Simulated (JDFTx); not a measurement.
Ti:

```
Ti
1.0
    -1.64100    1.64100    1.64100
     1.64100   -1.64100    1.64100
     1.64100    1.64100   -1.64100
Ti
1
Cartesian
  0.0000 0.0000 0.0000
```

This isn't the form of Ti at room conditions, which is hcp.

* Program: JDFTx 1.7.0 (patched build)
* Task: relaxation of cell and atoms
* Functional: PBEsol
* Dispersion: D3(BJ)
* Potentials or basis: PseudoDojo-SR-PBEsol-0.4.1-standard with smoothed tails
* Cutoff: 1143 eV
* Density cutoff: 4572 eV
* k mesh: 11 × 11 × 11
* Occupations: fermi-dirac, width 0.05 eV
* Spin: no spin polarisation

At the start: pressure -12.2 GPa; volume 17.68 Å³/atom.

Task: Where does the relaxation end?

Result: Over 6 steps the energy falls by 84.5 meV/atom and the volume is 15.64 Å³/atom (-11.5 %); space group Im-3m (No. 229, to 0.05 Å).

Step by step:
```tsv
step	energy change (eV)	largest force (eV/Å)	pressure (GPa)	volume (Å³)
1	0.0000	0.0000	-12.15	17.68
2	-0.0229	0.0000	-10.66	17.36
3	-0.0842	0.0000	0.85	15.53
4	-0.0845	0.0000	0.00	15.64
5	-0.0845	0.0000	0.00	15.64
6	-0.0845	0.0000	0.00	15.64
```

Final structure:
```yaml
crystal:
  lattice:
    - [-1.57546, 1.57546, 1.57546]
    - [1.57546, -1.57546, 1.57546]
    - [1.57546, 1.57546, -1.57546]
  atoms:
    - { symbol: Ti, position: [0.00000, 0.00000, 0.00000] }
```

Caveat: the plane waves are those of the starting cell, so after so large a change of volume the result is rough; the volume moved by -12 % from the deposited cell, more than functionals usually miss; pairwise dispersion overbinds metals, which lowers pressure and volume.
